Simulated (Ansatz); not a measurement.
Structures of PbS: which is lowest?

Plane-wave DFT in Ansatz with scalar-relativistic PAW potentials, cutoff 420 eV, Γ-centred meshes chosen by cell and gap, Gaussian smearing with energies taken to zero width. Every cell was relaxed (cell and atoms) in a run of its own, within the symmetry of its start. Functional: LDA.

Relaxed structures (starts from databases or built by putting these elements on another compound's sites):
A. P4/nmm, 4 atoms in the computed cell, a = 4.133 Å, c = 5.847 Å; sites (symmetry × multiplicity) Pb 4mm × 2, S 4mm × 2; start: database
B. Cmcm, 4 atoms in the computed cell, a = 4.058 Å, b = 11.409 Å, c = 4.193 Å; sites (symmetry × multiplicity) Pb m2m × 4, S m2m × 4; start: database

**Question.** Rank them by energy. Could pressure change the order?

**Answer.**
| structure | group | E − E(lowest) (meV/atom) | V (Å³/atom) | gap on mesh (eV) |
| --- | --- | --- | --- | --- |
| A | P4/nmm | 0.0 | 24.97 | 0.07 |
| B | Cmcm | 31 | 24.27 | 0.97 |

A is lowest, 31 meV/atom under B. The two lowest differ in volume by under 3 %, too little for a first-order estimate of what pressure does to that pair (other pairs aren't weighed here); with rigid cells even 3 % in favour of the higher one would need about 7 GPa. Other structures may lie lower than all of these, and vibrations aren't counted.

Spin-orbit coupling is left out, which matters for the bands of heavy elements. For Tl, Pb and Bi spin-orbit coupling shifts energies too.